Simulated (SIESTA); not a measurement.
Crystal: SnTe.

```
Te Sn
1.0
     0.00000    3.15085    3.15085
     3.15085    0.00000    3.15085
     3.15085    3.15085    0.00000
Te Sn
1 1
Cartesian
  3.1509 3.1509 3.1509
  0.0000 0.0000 0.0000
```

Base run:

| Property | Result |
| --- | --- |
| Program | SIESTA 5.4.2 |
| Functional | vdW-DF-cx |
| Potentials or basis | PseudoDojo 0.4 standard (PBE files) |
| Basis | DZP (energy shift 0.003 Ry; two zetas on semicore shells) |
| Grid cutoff | 500 Ry |
| Energy shift | 0.003 Ry |
| k mesh | 7 × 7 × 7 |
| Occupations | fermi-dirac, width 0.05 eV |
| Spin | no spin polarisation |

Its results: pressure 1.2 GPa.

Q: After a change of settings the same cell gave: pressure 2.9 GPa. Which change was it?
A. functional from vdW-DF-cx to AM05; potentials or basis from PseudoDojo 0.4 standard (PBE files) to PseudoDojo 0.4 standard (PBEsol files)
B. functional from vdW-DF-cx to PBE
C. functional from vdW-DF-cx to PBEsol; potentials or basis from PseudoDojo 0.4 standard (PBE files) to PseudoDojo 0.4 standard (PBEsol files)
D. functional from vdW-DF-cx to BLYP

A: B.

Caveats: the basis of atomic orbitals isn't converged, which shifts pressures, moduli and gaps; the potentials were made for another functional, which shifts forces and pressure (some runs).
